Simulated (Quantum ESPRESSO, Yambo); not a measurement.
# Beyond one shot: BaS (Fm-3m), part 2 of 2

How far does self-consistency move the gap of BaS (Fm-3m)?

Quantum ESPRESSO 7.5 and Yambo 5.3.0; PBE and many-body steps on it, plane waves. Known limits of the many-body steps: not at the basis limit; no spin-orbit coupling.

So far. Step 5 (evGW0, cycle 1): Against G0W0 in Yambo (4×4×4 mesh, 104 bands, screening to 122.5 eV, Godby-Needs plasmon pole), the gap moves by +0.125 eV. Step 6 (evGW0, cycle 2): Against the cycle before, the gap moves by +0.012 eV.

## (7) evGW0, cycle 3

Level of this step: evGW0 on PBE, plane waves, norm-conserving pseudopotentials (Yambo).

File gw5.in:

```
HF_and_locXC
gw0
dyson
ppa
em1d
rim_cut
RandQpts= 1000000
RandGvec= 1 RL
EXXRLvcs= 40 Ry
VXCRLvcs= 160 Ry
Chimod= "HARTREE"
% BndsRnXp
 1 | 104 |
%
NGsBlkXp= 9 Ry
% LongDrXp
 1 | 1 | 1 |
%
% GbndRnge
 1 | 104 |
%
DysSolver= "n"
ExtendOut
PPAPntXp= 27.21138 eV
% QPkrange
 1 | 8 | 2 | 12 |
%
GfnQPdb= "E < ./gw4_fix/ndb.QP"
```

Launch:

```sh
$ OMP_NUM_THREADS=1 mpirun -n 4 yambo -F gw5.in -J gw5,gw1_W -C gw5 > gw5.log
```

Log:

```text
 Yambo, version 5.3.0

 [02] CORE Variables Setup
 =========================

  [... cell, symmetries and grids as in the set-up ...]

  [02.05] Energies & Occupations
  ==============================

  [X] === General ===
  [X] Electronic Temperature                        :  0.000000  0.000000 [eV K]
  [X] Bosonic    Temperature                        :  0.000000  0.000000 [eV K]
  [X] Finite Temperature mode                       : no
  [X] El. density                                   :  0.24558E+24 [cm-3]
[...]
Sx RL components                                 :  1917

   QP @ state[ 1 ] K range                          :   1   8
   QP @ state[ 1 ] b range                          :   2  12
   GF energies kind                                 : Perdew, Burke & Ernzerhof(X)+Perdew, Burke & Ernzerhof(C)+ E < ./gw2/ndb.QP + @E Fit+ E < ./gw3_fix/
   GF WF`s kind                                     : Perdew, Burke & Ernzerhof(X)+Perdew, Burke & Ernzerhof(C)
   Xs energies kind                                 : Perdew, Burke & Ernzerhof(X)+Perdew, Burke & Ernzerhof(C)
   Xs WF`s kind                                     : Perdew, Burke & Ernzerhof(X)+Perdew, Burke & Ernzerhof(C)

 [13] Game Over & Game summary
```

It took 7.6 min on 4 MPI ranks of Intel Xeon Platinum 8259CL at 2.50GHz (Skylake/Cascade Lake), shared host; peak memory 1.3 GiB; 30 min of CPU time.

Numbers from this step:

| Property | Result |
| --- | --- |
| quasiparticle gap on the mesh | 3.619 eV |
| gap of the density functional on the mesh | 2.146 eV |
| k of the valence top | 0, 0, 0 |
| k of the conduction bottom | 0, -0.5, -0.5 |
| least direct quasiparticle gap on the computed points | 3.771 eV |

Against the cycle before, the gap moves by +0.001 eV.

The program's own table gives 3.836 eV, which is too large where the input levels are shifted: this version takes Σc at the unshifted level E₀, yet steps from the shifted one. The value above is the Newton step from E₀, E₀ + Z(Σc + Σx − Vxc), rebuilt from the printed columns.

## (8) evGW, cycle 1

This step: evGW on PBE, plane waves, norm-conserving pseudopotentials.

gw6.in, as its differences from gw5.in of step 7:

```diff
@@ -27,2 +27,3 @@
 %
-GfnQPdb= "E < ./gw4_fix/ndb.QP"
+GfnQPdb= "E < ./gw2/ndb.QP"
+XfnQPdb= "E < ./gw2/ndb.QP"
```

Launch:

```sh
$ OMP_NUM_THREADS=1 mpirun -n 4 yambo -F gw6.in -J gw6 -C gw6 > gw6.log
```

Log:

```text
 Yambo, version 5.3.0

 [02] CORE Variables Setup
 =========================

  [... cell, symmetries and grids as in the set-up ...]

  [02.05] Energies & Occupations
  ==============================

  [X] === General ===
  [X] Electronic Temperature                        :  0.000000  0.000000 [eV K]
  [X] Bosonic    Temperature                        :  0.000000  0.000000 [eV K]
  [X] Finite Temperature mode                       : no
  [X] El. density                                   :  0.24558E+24 [cm-3]
[...]
Sx RL components                                 :  1917

   QP @ state[ 1 ] K range                          :   1   8
   QP @ state[ 1 ] b range                          :   2  12
   GF energies kind                                 : Perdew, Burke & Ernzerhof(X)+Perdew, Burke & Ernzerhof(C)+ E < ./gw2/ndb.QP + @E Fit
   GF WF`s kind                                     : Perdew, Burke & Ernzerhof(X)+Perdew, Burke & Ernzerhof(C)
   Xs energies kind                                 : Perdew, Burke & Ernzerhof(X)+Perdew, Burke & Ernzerhof(C)
   Xs WF`s kind                                     : Perdew, Burke & Ernzerhof(X)+Perdew, Burke & Ernzerhof(C)

 [15] Game Over & Game summary
```

It took 8.8 min on 4 MPI ranks; peak memory 1.3 GiB.

Numbers from this step:

| Property | Result |
| --- | --- |
| quasiparticle gap on the mesh | 3.895 eV |
| gap of the density functional on the mesh | 2.146 eV |
| k of the valence top | 0, 0, 0 |
| k of the conduction bottom | 0, -0.5, -0.5 |
| least direct quasiparticle gap on the computed points | 4.046 eV |

Against G0W0 in Yambo (4×4×4 mesh, 104 bands, screening to 122.5 eV, Godby-Needs plasmon pole), the gap moves by +0.415 eV.

The program's own table gives 4.072 eV, which is too large where the input levels are shifted: this version takes Σc at the unshifted level E₀, yet steps from the shifted one. The value above is the Newton step from E₀, E₀ + Z(Σc + Σx − Vxc), rebuilt from the printed columns.

## (9) evGW, cycle 2

gw7.in, as its differences from gw6.in of step 8:

```diff
@@ -27,3 +27,3 @@
 %
-GfnQPdb= "E < ./gw2/ndb.QP"
-XfnQPdb= "E < ./gw2/ndb.QP"
+GfnQPdb= "E < ./gw6_fix/ndb.QP"
+XfnQPdb= "E < ./gw6_fix/ndb.QP"
```

Launch:

```sh
$ OMP_NUM_THREADS=1 mpirun -n 4 yambo -F gw7.in -J gw7 -C gw7 > gw7.log
```

Log:

```text
 Yambo, version 5.3.0

 [02] CORE Variables Setup
 =========================

  [... cell, symmetries and grids as in the set-up ...]

  [02.05] Energies & Occupations
  ==============================

  [X] === General ===
  [X] Electronic Temperature                        :  0.000000  0.000000 [eV K]
  [X] Bosonic    Temperature                        :  0.000000  0.000000 [eV K]
  [X] Finite Temperature mode                       : no
  [X] El. density                                   :  0.24558E+24 [cm-3]
[...]
Sx RL components                                 :  1917

   QP @ state[ 1 ] K range                          :   1   8
   QP @ state[ 1 ] b range                          :   2  12
   GF energies kind                                 : Perdew, Burke & Ernzerhof(X)+Perdew, Burke & Ernzerhof(C)+ E < ./gw2/ndb.QP + @E Fit+ E < ./gw6_fix/
   GF WF`s kind                                     : Perdew, Burke & Ernzerhof(X)+Perdew, Burke & Ernzerhof(C)
   Xs energies kind                                 : Perdew, Burke & Ernzerhof(X)+Perdew, Burke & Ernzerhof(C)
   Xs WF`s kind                                     : Perdew, Burke & Ernzerhof(X)+Perdew, Burke & Ernzerhof(C)

 [15] Game Over & Game summary
```

Wall time 9.2 min (4 MPI ranks); peak memory 1.3 GiB; 36 min of CPU time.

This step gave:

- quasiparticle gap on the mesh: 4.014 eV
- gap of the density functional on the mesh: 2.146 eV
- k of the valence top: 0, 0, 0
- k of the conduction bottom: 0, -0.5, -0.5
- least direct quasiparticle gap on the computed points: 4.169 eV

Against the cycle before, the gap moves by +0.120 eV.

The program's own table gives 4.232 eV, which is too large where the input levels are shifted: this version takes Σc at the unshifted level E₀, yet steps from the shifted one. The value above is the Newton step from E₀, E₀ + Z(Σc + Σx − Vxc), rebuilt from the printed columns.

## (10) evGW, cycle 3

gw8.in, as its differences from gw7.in of step 9:

```diff
@@ -27,3 +27,3 @@
 %
-GfnQPdb= "E < ./gw6_fix/ndb.QP"
-XfnQPdb= "E < ./gw6_fix/ndb.QP"
+GfnQPdb= "E < ./gw7_fix/ndb.QP"
+XfnQPdb= "E < ./gw7_fix/ndb.QP"
```

Launch:

```sh
$ OMP_NUM_THREADS=1 mpirun -n 4 yambo -F gw8.in -J gw8 -C gw8 > gw8.log
```

Log:

```text
 Yambo, version 5.3.0

 [02] CORE Variables Setup
 =========================

  [... cell, symmetries and grids as in the set-up ...]

  [02.05] Energies & Occupations
  ==============================

  [X] === General ===
  [X] Electronic Temperature                        :  0.000000  0.000000 [eV K]
  [X] Bosonic    Temperature                        :  0.000000  0.000000 [eV K]
  [X] Finite Temperature mode                       : no
  [X] El. density                                   :  0.24558E+24 [cm-3]
[...]
Sx RL components                                 :  1917

   QP @ state[ 1 ] K range                          :   1   8
   QP @ state[ 1 ] b range                          :   2  12
   GF energies kind                                 : Perdew, Burke & Ernzerhof(X)+Perdew, Burke & Ernzerhof(C)+ E < ./gw2/ndb.QP + @E Fit+ E < ./gw6_fix/
   GF WF`s kind                                     : Perdew, Burke & Ernzerhof(X)+Perdew, Burke & Ernzerhof(C)
   Xs energies kind                                 : Perdew, Burke & Ernzerhof(X)+Perdew, Burke & Ernzerhof(C)
   Xs WF`s kind                                     : Perdew, Burke & Ernzerhof(X)+Perdew, Burke & Ernzerhof(C)

 [15] Game Over & Game summary
```

The job ended after 9.1 min (4 MPI ranks; peak memory 1.3 GiB; 36 min of CPU time).

This step gave:

```
quasiparticle gap on the mesh                         : 4.050 eV
gap of the density functional on the mesh             : 2.146 eV
k of the valence top                                  : 0, 0, 0
k of the conduction bottom                            : 0, -0.5, -0.5
least direct quasiparticle gap on the computed points : 4.205 eV
```

Against the cycle before, the gap moves by +0.036 eV.

The program's own table gives 4.279 eV, which is too large where the input levels are shifted: this version takes Σc at the unshifted level E₀, yet steps from the shifted one. The value above is the Newton step from E₀, E₀ + Z(Σc + Σx − Vxc), rebuilt from the printed columns.

## (11) evGW, cycle 4

gw9.in, as its differences from gw8.in of step 10:

```diff
@@ -27,3 +27,3 @@
 %
-GfnQPdb= "E < ./gw7_fix/ndb.QP"
-XfnQPdb= "E < ./gw7_fix/ndb.QP"
+GfnQPdb= "E < ./gw8_fix/ndb.QP"
+XfnQPdb= "E < ./gw8_fix/ndb.QP"
```

Launch:

```sh
$ OMP_NUM_THREADS=1 mpirun -n 4 yambo -F gw9.in -J gw9 -C gw9 > gw9.log
```

Log:

```text
 Yambo, version 5.3.0

 [02] CORE Variables Setup
 =========================

  [... cell, symmetries and grids as in the set-up ...]

  [02.05] Energies & Occupations
  ==============================

  [X] === General ===
  [X] Electronic Temperature                        :  0.000000  0.000000 [eV K]
  [X] Bosonic    Temperature                        :  0.000000  0.000000 [eV K]
  [X] Finite Temperature mode                       : no
  [X] El. density                                   :  0.24558E+24 [cm-3]
[...]
Sx RL components                                 :  1917

   QP @ state[ 1 ] K range                          :   1   8
   QP @ state[ 1 ] b range                          :   2  12
   GF energies kind                                 : Perdew, Burke & Ernzerhof(X)+Perdew, Burke & Ernzerhof(C)+ E < ./gw2/ndb.QP + @E Fit+ E < ./gw6_fix/
   GF WF`s kind                                     : Perdew, Burke & Ernzerhof(X)+Perdew, Burke & Ernzerhof(C)
   Xs energies kind                                 : Perdew, Burke & Ernzerhof(X)+Perdew, Burke & Ernzerhof(C)
   Xs WF`s kind                                     : Perdew, Burke & Ernzerhof(X)+Perdew, Burke & Ernzerhof(C)

 [15] Game Over & Game summary
```

Elapsed: 8.2 min, on 4 MPI ranks; peak memory 1.3 GiB; 33 min of CPU time.

Numbers from this step:

* quasiparticle gap on the mesh: 4.061 eV
* gap of the density functional on the mesh: 2.146 eV
* k of the valence top: 0, 0, 0
* k of the conduction bottom: 0, -0.5, -0.5
* least direct quasiparticle gap on the computed points: 4.216 eV

Against the cycle before, the gap moves by +0.011 eV.

The program's own table gives 4.293 eV, which is too large where the input levels are shifted: this version takes Σc at the unshifted level E₀, yet steps from the shifted one. The value above is the Newton step from E₀, E₀ + Z(Σc + Σx − Vxc), rebuilt from the printed columns.

## (12) evGW, cycle 5

gw10.in, as its differences from gw9.in of step 11:

```diff
@@ -27,3 +27,3 @@
 %
-GfnQPdb= "E < ./gw8_fix/ndb.QP"
-XfnQPdb= "E < ./gw8_fix/ndb.QP"
+GfnQPdb= "E < ./gw9_fix/ndb.QP"
+XfnQPdb= "E < ./gw9_fix/ndb.QP"
```

Launch:

```sh
$ OMP_NUM_THREADS=1 mpirun -n 4 yambo -F gw10.in -J gw10 -C gw10 > gw10.log
```

Log:

```text
 Yambo, version 5.3.0

 [02] CORE Variables Setup
 =========================

  [... cell, symmetries and grids as in the set-up ...]

  [02.05] Energies & Occupations
  ==============================

  [X] === General ===
  [X] Electronic Temperature                        :  0.000000  0.000000 [eV K]
  [X] Bosonic    Temperature                        :  0.000000  0.000000 [eV K]
  [X] Finite Temperature mode                       : no
  [X] El. density                                   :  0.24558E+24 [cm-3]
[...]
Sx RL components                                 :  1917

   QP @ state[ 1 ] K range                          :   1   8
   QP @ state[ 1 ] b range                          :   2  12
   GF energies kind                                 : Perdew, Burke & Ernzerhof(X)+Perdew, Burke & Ernzerhof(C)+ E < ./gw2/ndb.QP + @E Fit+ E < ./gw6_fix/
   GF WF`s kind                                     : Perdew, Burke & Ernzerhof(X)+Perdew, Burke & Ernzerhof(C)
   Xs energies kind                                 : Perdew, Burke & Ernzerhof(X)+Perdew, Burke & Ernzerhof(C)
   Xs WF`s kind                                     : Perdew, Burke & Ernzerhof(X)+Perdew, Burke & Ernzerhof(C)

 [15] Game Over & Game summary
```

Elapsed: 8 min, on 4 MPI ranks; peak memory 1.3 GiB; 32 min of CPU time.

Numbers from this step:

```yaml
quasiparticle_gap_on_the_mesh: 4.064 eV
gap_of_the_density_functional_on_the_mesh: 2.146 eV
k_of_the_valence_top: 0, 0, 0
k_of_the_conduction_bottom: 0, -0.5, -0.5
least_direct_quasiparticle_gap_on_the_computed_points: 4.219 eV
```

Against the cycle before, the gap moves by +0.003 eV.

The program's own table gives 4.297 eV, which is too large where the input levels are shifted: this version takes Σc at the unshifted level E₀, yet steps from the shifted one. The value above is the Newton step from E₀, E₀ + Z(Σc + Σx − Vxc), rebuilt from the printed columns.

## (13) The runs together

Times are wall times on 4 MPI ranks of Intel Xeon Platinum 8259CL at 2.50GHz (Skylake/Cascade Lake), shared host, good to a factor of about two.

| run | mesh | bands | screening cutoff (eV) | DFT gap (eV) | gap on the mesh (eV) | direct (eV) | time |
| --- | --- | --- | --- | --- | --- | --- | --- |
| G0W0 | 4×4×4 | 104 | 122.5 | 2.146 | 3.480 | 3.626 | 77 s |
| evGW0, cycle 1 | 4×4×4 | 104 | 122.5 | 2.146 | 3.605 | 3.756 | 8.5 min |
| evGW0, cycle 2 | 4×4×4 | 104 | 122.5 | 2.146 | 3.618 | 3.769 | 7.6 min |
| evGW0, cycle 3 | 4×4×4 | 104 | 122.5 | 2.146 | 3.619 | 3.771 | 7.6 min |
| evGW, cycle 1 | 4×4×4 | 104 | 122.5 | 2.146 | 3.895 | 4.046 | 8.8 min |
| evGW, cycle 2 | 4×4×4 | 104 | 122.5 | 2.146 | 4.014 | 4.169 | 9.2 min |
| evGW, cycle 3 | 4×4×4 | 104 | 122.5 | 2.146 | 4.050 | 4.205 | 9.1 min |
| evGW, cycle 4 | 4×4×4 | 104 | 122.5 | 2.146 | 4.061 | 4.216 | 8.2 min |
| evGW, cycle 5 | 4×4×4 | 104 | 122.5 | 2.146 | 4.064 | 4.219 | 8 min |

## (14) Summary of results

```
G0W0           : 3.480 eV
evGW0, cycle 1 : 3.605 eV
evGW0, cycle 2 : 3.618 eV
evGW0, cycle 3 : 3.619 eV
evGW, cycle 1  : 3.895 eV
evGW, cycle 2  : 4.014 eV
evGW, cycle 3  : 4.050 eV
evGW, cycle 4  : 4.061 eV
evGW, cycle 5  : 4.064 eV
known limits   : not at the basis limit; no spin-orbit coupling
```

What this shows: evGW0 ends at 3.62 eV, +0.14 eV from G0W0, after 3 cycles that took 24 min beside the first screening; the last moved the gap by 0.001 eV. evGW ends at 4.06 eV, +0.58 eV from G0W0, after 5 cycles that took 43 min beside the first screening; the last moved the gap by 0.003 eV. Bands and cutoff are finite, so the gap is not at the basis limit. The miss can reach some tenths of an eV and take either sign; the mesh is an error of its own. The many-body steps are scalar-relativistic: spin-orbit coupling is not in them.

[Paths, hosts, dates, memory and timing lines, banners, echoed tables and standing remarks are left out of the program output.]

[Logs are printed without paths, hosts, clocks, repeated set-up lines and the standing remarks that a program may print on its own settings, such as how far it seeks lower states.]

[Runs of the session that timed out or met a known fault of the program may be left out.]

[Hosts, paths, dates, database ids (printed as entryN), source tags and the programs' standing remarks are cut or masked in the printed files.]
